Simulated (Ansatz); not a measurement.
**TePt in Ansatz: the effect of functional**

Crystal: TePt.

```
Pt Te
1.0
     1.95478    1.12860    6.57101
    -1.95478    1.12860    6.57101
     0.00000   -2.25719    6.57101
Pt Te
2 2
Cartesian
  0.0000 0.0000 2.5561
  0.0000 0.0000 17.1569
  0.0000 0.0000 7.9246
  0.0000 0.0000 11.7884
```

The cell isn't the ideal one: volume scaled by 0.96.

Alike in all runs:

| Quantity | Value |
| --- | --- |
| Program | Ansatz 0.2.0 |
| Task | single point |
| Potentials or basis | Ansatz PAW |
| k mesh | 8 × 8 × 8 |
| Occupations | fermi-dirac, width 0.05 eV |
| Spin | no spin polarisation |

Task: One run gave: pressure 5.6 GPa; largest force 0.63 eV/Å. Which functional did it use?
A. PBEsol
B. LDA
C. r2SCAN

Result: A.

```tsv
functional	cutoff	pressure (GPa)	largest force (eV/Å)
LDA	420 eV (not typed: the program's choice for these potentials)	2.8	0.44
PBEsol	420 eV (not typed: the program's choice for these potentials)	5.6	0.63
r2SCAN	500 eV (not typed: the program's choice for these potentials)	8.9	0.67
```

Caveats: the PAW data sets come from PBE, with cores solved anew for the run's functional, which leaves a small shift of forces and pressure.

Runs at the PBE level aren't shown here.
